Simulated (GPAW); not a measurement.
The system is InAs.

```
In As
1.0
     0.00000    3.01800    3.01800
     3.01800    0.00000    3.01800
     3.01800    3.01800    0.00000
In As
1 1
Direct
  0.00000 0.00000 0.00000
  0.75000 0.75000 0.75000
```

```yaml
Program: GPAW 26.7.0
Task: relaxation of cell and atoms
Functional: PBEsol
Potentials_or_basis: PAW data sets generated in the run's folder for this functional
Cutoff: 600 eV
Basis: pw
k_mesh: 8 × 8 × 8
Occupations: fermi-dirac, width 0.05 eV
Spin: no spin polarisation
```

At the start: pressure 1.3 GPa; volume 27.49 Å³/atom.

Question: How do energy, volume and symmetry change on relaxing?

Answer: Over 3 steps the energy falls by 2.6 meV/atom and the volume is 28.08 Å³/atom (+2.2 %); space group F-43m (No. 216, to 0.05 Å).

Step by step:
```tsv
step	energy change (eV)	largest force (eV/Å)	pressure (GPa)	volume (Å³)
1	0.0000	0.0000	1.31	54.98
2	-0.0020	0.0000	1.01	55.24
3	-0.0051	0.0000	0.03	56.17
```

Final structure:
```cif
data_structure
_symmetry_space_group_name_H-M 'P 1'
_symmetry_Int_Tables_number 1
_cell_length_a 4.2987
_cell_length_b 4.2987
_cell_length_c 4.2987
_cell_angle_alpha 60.000
_cell_angle_beta 60.000
_cell_angle_gamma 60.000
_cell_volume 56.17
loop_
_atom_site_label
_atom_site_type_symbol
_atom_site_fract_x
_atom_site_fract_y
_atom_site_fract_z
_atom_site_occupancy
In1 In 0.00000 0.00000 0.00000 1
As1 As 0.75000 0.75000 0.75000 1
```

Caveat: later steps reuse the first step's grids.
